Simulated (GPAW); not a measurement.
Input of a GPAW 26.7.0 run:

File run.py:

```python
import numpy as np
from ase.dft.bandgap import bandgap
from ase.io import write
from ase.spacegroup import crystal
from gpaw import GPAW, PW
from gpaw.response.df import DielectricFunction

# As 4c
# Ga 4a
atoms = crystal(['As', 'Ga'],
                basis=[[0.25, 0.25, 0.25],
                       [0.0, 0.0, 0.0]],
                spacegroup=216, setting=1,  # F-43m
                cellpar=[5.6537, 5.6537, 5.6537, 90.0, 90.0, 90.0],
                primitive_cell=True)

calc = GPAW(mode=PW(500),
            xc='GLLBSC',
            kpts={'size': (7, 7, 7), 'gamma': True},
            occupations={'name': 'fermi-dirac', 'width': 0.001},
            nbands=11,
            convergence={'density': 1e-06},
            maxiter=150,
            txt='gpaw.txt')
atoms.calc = calc
energy = atoms.get_potential_energy()
calc.write('gs.gpw')
write('result.traj', atoms)
print('Fermi level:', round(calc.get_fermi_level(), 4), 'eV')
print(f'Gap: {bandgap(calc)[0]:.4f} eV, direct: {bandgap(calc, direct=True)[0]:.4f} eV')

dense = calc.fixed_density(kpts={'size': (21, 21, 21), 'gamma': True},
                           nbands=42, convergence={'bands': 36},
                           update_fermi_level=True, txt='dense.txt')
dense.write('dense.gpw', mode='all')

df = DielectricFunction('dense.gpw', frequencies={'type': 'nonlinear', 'domega0': 0.1, 'omega2': 10},
                        eta=0.1, ecut=70, nbands=36, txt='df.txt')
for i, q_c in enumerate([[0.1904761905, 0.0, 0.0], [0.380952381, 0.0, 0.0]]):
    eels0, eels = df.get_eels_spectrum(xc='RPA', q_c=q_c, filename=f'eels_{i}.csv')
    q = np.linalg.norm(2 * np.pi * np.array(q_c) @ atoms.cell.reciprocal())
    print(f'|q| = {q:.4f} 1/A: loss peak at {df.get_frequencies()[eels.argmax()]:.3f} eV')
```

Potentials or basis: the program's PAW data sets (release 1.2.1) made for this functional, pw.

Run with:

```console
$ OMP_NUM_THREADS=1 python run.py
```

(1) What does it give for the band gap on the k mesh, Kohn-Sham part alone?

Results:

(1) 0.80 eV, direct.

Caveat: the highest transitions drop out of the frequency grid; a model potential gives levels but no total energy; response on these states lacks terms of the Hamiltonian; an odd mesh through Γ misses points on the zone boundary, where band edges often lie.

The gap isn't set beside the measured one, since the derivative discontinuity is missing.
